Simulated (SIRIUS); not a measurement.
**Sn: equation of state with PBEsol**

The system is Sn.

```xyz
2
Lattice="0.0000 3.2333 3.2333 3.2333 0.0000 3.2333 3.2333 3.2333 0.0000" Properties=species:S:1:pos:R:3 pbc="T T T"
Sn    4.8500    4.8500    4.8500
Sn    3.2333    3.2333    3.2333
```

This isn't the form of Sn at room conditions, which is tetragonal (white tin).

```
Program                                     : SIRIUS 7.10.0
Task                                        : equation of state
Functional                                  : PBEsol
Potentials or basis                         : PseudoDojo 0.4.1 PBEsol standard (scalar relativistic)
Cutoff                                      : 983 eV
Density cutoff                              : 3932 eV
k mesh                                      : 7 × 7 × 7
Occupations                                 : fermi-dirac, width 0.05 eV
Spin                                        : no spin polarisation
Libxc names                                 : ["XC_GGA_X_PBE_SOL", "XC_GGA_C_PBE_SOL"]
Radial cutoff for the potentials' integrals : 6.5 bohr
```

* Equilibrium volume: 35.08 Å³/atom
* Bulk modulus: 41 GPa
* Pressure derivative of the bulk modulus: 5.0

Energy against volume, from the lowest point:
```tsv
volume (Å³/atom)	energy (meV/atom)
31.775	48.80
32.451	29.58
33.127	15.64
33.803	6.39
34.479	1.34
35.155	0.00
35.831	1.96
```

All runs of the series together: 4.5 min on 1 thread of Arm Neoverse V2 (shared host).

Zero-point motion and thermal expansion aren't in these numbers.
